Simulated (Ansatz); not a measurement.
# LiH (Fm-3m) in Ansatz: further runs

Runs on LiH. Level: LDA. Tasks: single point, equation of state.

Everything below comes from runs of Ansatz 0.2.0. Logs are shortened: lines on timing, memory, paths and dates and some standing lists are left out, and cuts for length are marked.

**1. Starting point**

The structure is cubic, space group Fm-3m (No. 225). Conventional cell: a = 4.074 Å, b = 4.074 Å, c = 4.074 Å, α = 90.00°, β = 90.00°, γ = 90.00°. Around Li (site symmetry m-3m) lie 6 H at 2.04 Å. H (site symmetry m-3m) has 6 Li at 2.04 Å as nearest neighbours.

**2. Single point, LDA, 7.94 Å³/atom (volume scaled by 0.94)**

input.yaml

```yaml
crystal:
  lattice:
    - [0.0, 1.9951720069, 1.9951720069]
    - [1.9951720069, 0.0, 1.9951720069]
    - [1.9951720069, 1.9951720069, 0.0]
  atoms:
    - { symbol: Li, position: [0.0, 0.0, 0.0] }
    - { symbol: H, position: [0.5, 0.5, 0.5] }
kpoints:
  mp_grid: { grid: [11, 11, 11] }
scf:
  occupations: { method: fermi_dirac, width: 0.05 }
hamiltonian:
  xc: lda
  pseudopotentials: { kind: all_electron, lapw: { basis_error: 0.001 } }
output:
  forces: true
  stress: true
  eigenvalues: true
```

Potentials or basis: all-electron LAPW, scalar-relativistic.

Run with:

```
> ansatz run input.yaml --threads 1 --pin off --max-ram 3072MiB --backend cpu --events-out ev --progress --plain --runs-dir out
```

The program printed:

```text
Warning: RAYON_NUM_THREADS=1 ignored (pool sized by the plan → 1); use --threads N
LAPW: plane waves up to 6.909 Å⁻¹, error target 1.0e-3 eV per atom; small_component_spin mean_spin; H in spheres of 0.918 Å, 1 of its electrons in bands, Dirac shells []; Li in spheres of 1.077 Å, 3 of its electrons in bands, Dirac shells [] (how accurate: hamiltonian.pseudopotentials.lapw.basis_error, Limitations)
Engine: ansatz 0.2.0, aarch64-unknown-linux-gnu
Pseudopotentials: kind: all_electron
Pseudopotential: Li, LAPW, valence charge 3, lapw/all_electron/scalar/gaussian/Li, Koelling and Harmon's equation, gaussian nucleus
Pseudopotential: H, LAPW, valence charge 1, lapw/all_electron/scalar/gaussian/H, Koelling and Harmon's equation, gaussian nucleus
Functional definition: SPW92
  exchange = slater_x
  correlation = pw_c
Crystal: 2 atoms, lattice volume = 15.884 Å³
Basis set: ecut = 181.89116969092103 eV, 89 PW (Γ), exchange–correlation at level 2
Bands: 6, of which v1, the nominal top of the filled ones, is band 2 counted from 1 (1 counted from 0)
Symmetry: 48 space group operations
Space group: Fm-3m (ITA 225), of the structure as read, at distance tolerance 2.5e-5 Å
k-points: 56 of 1331
Non-local potential: Li, projectors of the file, none
Non-local potential: H, projectors of the file, none
Initial density: superposition of atomic densities (chi_scale 0.1, normalization cell, long waves kept (reshape's long-wave potential 0.00 eV rms))
Initial wavefunctions: plane waves of lowest kinetic energy (no species holds an atomic orbital)
Functional: x = slater, c = lda
iter 1 solved again at ethr=8.65e-3 eV; its pass at ethr=1.00e-1 eV (dr2=3.46e-1 eV) is discarded
SCF iter   1: F=—  HF=-218.460230 eV  |F-HF|=—  |Δ(HF+E_count)|=         —  Δρ=4.66e-2  dr2=3.46e-1  ethr=8.65e-3  ⟨swp⟩=2.0  Hψ=2662  notcnv=0
preconditioner: auto → none  [insulator: Δε(μ)=3.709 eV  Ē_g=14.578 eV  σ=0.050 eV  W_gap=1.00  n_scr=0 (ndim 8)  ℏωp=13.2 eV  f_vac=0.000  D(μ)=0.00/eV (n_scr^D=0)  ε∞_Penn≈1.8]
SCF iter   2: F=—  HF=-218.234871 eV  |F-HF|=—  |Δ(HF+E_count)|=   2.25e-1  Δρ=1.53e-2  dr2=3.78e-2  ethr=8.65e-3  ⟨swp⟩=2.0  Hψ=1008  notcnv=0
iter 3 solved again at ethr=1.59e-6 eV; its pass at ethr=9.45e-4 eV (dr2=6.35e-5 eV) is discarded
SCF iter   3: F=—  HF=-218.213099 eV  |F-HF|=—  |Δ(HF+E_count)|=   2.18e-2  Δρ=7.43e-4  dr2=6.33e-5  ethr=1.59e-6  ⟨swp⟩=2.1  Hψ=1690  notcnv=0
SCF iter   4: F=—  HF=-218.213183 eV  |F-HF|=—  |Δ(HF+E_count)|=   8.43e-5  Δρ=1.33e-4  dr2=2.88e-6  ethr=1.58e-6  ⟨swp⟩=2.0  Hψ=784  notcnv=0
SCF iter   5: F=-218.213183 eV  HF=-218.213183 eV  |F-HF|=4.28e-10  |Δ(HF+E_count)|=   8.26e-7  Δρ=1.53e-6  dr2=2.29e-10  ethr=7.19e-8  ⟨swp⟩=2.0  Hψ=784  notcnv=0
SCF 1 converged in 5 iterations: F = -218.213183 eV  dr2 = 2.29e-10
SCF converged after 5 iterations
Free energy (F): -218.213183 eV
Harris-Foulkes:  -218.213183 eV  (|F-HF|=4.28e-10)
Internal energy: -218.213183 eV  (E = F + TS)
E sigma→0 (E₀):  -218.213183 eV
Fermi energy:    2.006596 eV
--- Per-component energies (eV) ---
  E_band       = -89.138086
  E_kinetic    = 213.880176
  E_xc         = -57.530070
  E_electrostatic = -374.563289  (all electrons and nuclei)
  E_smearing   = -0.000000  (= −TS)
  E_closure    = 0.000000  (closes the sum)
  E_atoms      = -211.733777  (free atoms, spherical and without spin; not in F)
  Σ components = -218.213183   (vs F -218.213183, Δ=0.00e0)
  Basis errors (estimates in eV, not in F): energy 3.2e-4 per atom: plane waves 3.1e-4 (1.6e-4 summed), levels above the bands 1.6e-138, relativity 5.6e-10, radial functions 7.1e-6, core shells 0.0e0; eigenvalues (radial functions only) 4.3e-4; not estimated: angular momenta, meshes, grids; target (lapw.basis_error) 1.0e-3; muffin-tin radii H 0.918 Å, Li 1.077 Å
--- Forces (eV/Å), atoms counted from 1 ---
  atom   1  Li    -0.00000000     0.00000000    -0.00000000
  atom   2  H      0.00000000    -0.00000000     0.00000000
  max |Σ_I F_I| component: 1.23e-31 eV/Å
--- Stress (GPa, compression-positive) ---
       -2.247947       0.000000       0.000000
        0.000000      -2.247947      -0.000000
        0.000000      -0.000000      -2.247947
  P = ⅓ Tr σ = -2.2479 GPa (-22.479 kbar)
--- Band table (eV; the first three rows and the last of 56) ---
  k-point 0: bands = ["-42.7964", "-4.9544", "16.9579", "18.1920", "18.1920", "18.1920"]
  k-point 1: bands = ["-42.7921", "-4.8095", "15.5095", "17.5472", "17.8651", "17.8651"]
  k-point 2: bands = ["-42.7803", "-4.3826", "12.4739", "16.4863", "17.2846", "17.2846"]
  k-point 55: bands = ["-42.7249", "0.2331", "5.2387", "6.1933", "12.3260", "17.8563"]
```

It took 2 s on 1 thread of Arm Neoverse V1, shared host; peak memory 0.19 GiB.

What came out:

```
Free energy            : -218.2132 eV
Pressure               : -2.2 GPa
Band gap on the k mesh : 2.81 eV, direct
```

Caveat: an odd mesh through Γ misses points on the zone boundary, where band edges often lie.

**3. Single point, LDA, 8.11 Å³/atom (volume scaled by 0.96)**

input.yaml, as its differences from that of step 2:

```diff
@@ -2,5 +2,5 @@
   lattice:
-    - [0.0, 1.9951720069, 1.9951720069]
-    - [1.9951720069, 0.0, 1.9951720069]
-    - [1.9951720069, 1.9951720069, 0.0]
+    - [0.0, 2.009222977, 2.009222977]
+    - [2.009222977, 0.0, 2.009222977]
+    - [2.009222977, 2.009222977, 0.0]
   atoms:
```

Potentials or basis: all-electron LAPW, scalar-relativistic.

Run with:

```
> ansatz run input.yaml --threads 1 --pin off --max-ram 3072MiB --backend cpu --events-out ev --progress --plain --runs-dir out
```

Run time: 2.1 s. Hardware: 1 thread of Arm Neoverse V1, shared host; peak memory 0.19 GiB.

It converged, with:

```yaml
Free_energy: -218.2077 eV
Pressure: -2.9 GPa
Band_gap_on_the_k_mesh: 2.82 eV, direct
```

Caveat: an odd mesh through Γ misses points on the zone boundary, where band edges often lie.

**4. Single point, LDA, 8.28 Å³/atom (volume scaled by 0.98)**

input.yaml, as its differences from that of step 3:

```diff
@@ -2,5 +2,5 @@
   lattice:
-    - [0.0, 2.009222977, 2.009222977]
-    - [2.009222977, 0.0, 2.009222977]
-    - [2.009222977, 2.009222977, 0.0]
+    - [0.0, 2.023080125, 2.023080125]
+    - [2.023080125, 0.0, 2.023080125]
+    - [2.023080125, 2.023080125, 0.0]
   atoms:
```

Run with:

```
> ansatz run input.yaml --threads 1 --pin off --max-ram 3072MiB --backend cpu --events-out ev --progress --plain --runs-dir out
```

Wall time 1.5 s (1 thread of Arm Neoverse V1, shared host); peak memory 0.19 GiB.

Results (log left out):

| Quantity | Value |
| --- | --- |
| Free energy | -218.2009 eV |
| Pressure | -3.5 GPa |
| Band gap on the k mesh | 2.84 eV, direct |

Caveat: an odd mesh through Γ misses points on the zone boundary, where band edges often lie.

**5. Single point, LDA, 8.45 Å³/atom**

input.yaml, as its differences from that of step 4:

```diff
@@ -2,5 +2,5 @@
   lattice:
-    - [0.0, 2.023080125, 2.023080125]
-    - [2.023080125, 0.0, 2.023080125]
-    - [2.023080125, 2.023080125, 0.0]
+    - [0.0, 2.03675, 2.03675]
+    - [2.03675, 0.0, 2.03675]
+    - [2.03675, 2.03675, 0.0]
   atoms:
```

Run with:

```
> ansatz run input.yaml --threads 1 --pin off --max-ram 3072MiB --backend cpu --events-out ev --progress --plain --runs-dir out
```

Wall time 1.5 s (1 thread of Arm Neoverse V1, shared host); peak memory 0.19 GiB.

The run converged. Its results:

* Free energy: -218.1929 eV
* Pressure: -4.1 GPa
* Band gap on the k mesh: 2.85 eV, direct

Caveat: an odd mesh through Γ misses points on the zone boundary, where band edges often lie.

**6. Single point, LDA, 8.62 Å³/atom (volume scaled by 1.02)**

input.yaml, as its differences from that of step 5:

```diff
@@ -2,5 +2,5 @@
   lattice:
-    - [0.0, 2.03675, 2.03675]
-    - [2.03675, 0.0, 2.03675]
-    - [2.03675, 2.03675, 0.0]
+    - [0.0, 2.0502388037, 2.0502388037]
+    - [2.0502388037, 0.0, 2.0502388037]
+    - [2.0502388037, 2.0502388037, 0.0]
   atoms:
```

Potentials or basis: all-electron LAPW, scalar-relativistic.

Run with:

```
> ansatz run input.yaml --threads 1 --pin off --max-ram 3072MiB --backend cpu --events-out ev --progress --plain --runs-dir out
```

It took 1.5 s on 1 thread of Arm Neoverse V1, shared host; peak memory 0.19 GiB.

It converged, with:

```yaml
Free_energy: -218.1838 eV
Pressure: -4.6 GPa
Band_gap_on_the_k_mesh: 2.86 eV, direct
```

Caveat: an odd mesh through Γ misses points on the zone boundary, where band edges often lie.

**7. Single point, LDA, 8.79 Å³/atom (volume scaled by 1.04)**

input.yaml, as its differences from that of step 6:

```diff
@@ -2,5 +2,5 @@
   lattice:
-    - [0.0, 2.0502388037, 2.0502388037]
-    - [2.0502388037, 0.0, 2.0502388037]
-    - [2.0502388037, 2.0502388037, 0.0]
+    - [0.0, 2.0635524157, 2.0635524157]
+    - [2.0635524157, 0.0, 2.0635524157]
+    - [2.0635524157, 2.0635524157, 0.0]
   atoms:
```

Run with:

```
> ansatz run input.yaml --threads 1 --pin off --max-ram 3072MiB --backend cpu --events-out ev --progress --plain --runs-dir out
```

It took 2.1 s on 1 thread of Arm Neoverse V1, shared host; peak memory 0.19 GiB.

The run converged. Its results:

```yaml
Free_energy: -218.1737 eV
Pressure: -5.0 GPa
Band_gap_on_the_k_mesh: 2.87 eV, direct
```

Caveat: an odd mesh through Γ misses points on the zone boundary, where band edges often lie.

**8. Single point, LDA, 8.96 Å³/atom (volume scaled by 1.06)**

input.yaml, as its differences from that of step 7:

```diff
@@ -2,5 +2,5 @@
   lattice:
-    - [0.0, 2.0635524157, 2.0635524157]
-    - [2.0635524157, 0.0, 2.0635524157]
-    - [2.0635524157, 2.0635524157, 0.0]
+    - [0.0, 2.0766964161, 2.0766964161]
+    - [2.0766964161, 0.0, 2.0766964161]
+    - [2.0766964161, 2.0766964161, 0.0]
   atoms:
```

Run with:

```
> ansatz run input.yaml --threads 1 --pin off --max-ram 3072MiB --backend cpu --events-out ev --progress --plain --runs-dir out
```

Wall time 1.6 s (1 thread of Arm Neoverse V1, shared host); peak memory 0.19 GiB.

The run converged. Its results:

```yaml
Free_energy: -218.1626 eV
Pressure: -5.4 GPa
Band_gap_on_the_k_mesh: 2.88 eV, direct
```

Caveat: an odd mesh through Γ misses points on the zone boundary, where band edges often lie.

**9. Equation of state, LDA**

Potentials or basis: all-electron LAPW, scalar-relativistic.

This step only gathers the single runs of the series.

Results:

```yaml
Equilibrium_volume: "7.47 Å³/atom (rough: see the caveat)"
Bulk_modulus: 40 GPa (rough)
```

Energy against volume, from the lowest point:
```tsv
volume (Å³/atom)	energy (meV/atom)
7.942	0.00
8.111	2.73
8.280	6.13
8.449	10.14
8.618	14.69
8.787	19.76
8.956	25.27
```

Caveat: the minimum lies outside the volumes run.
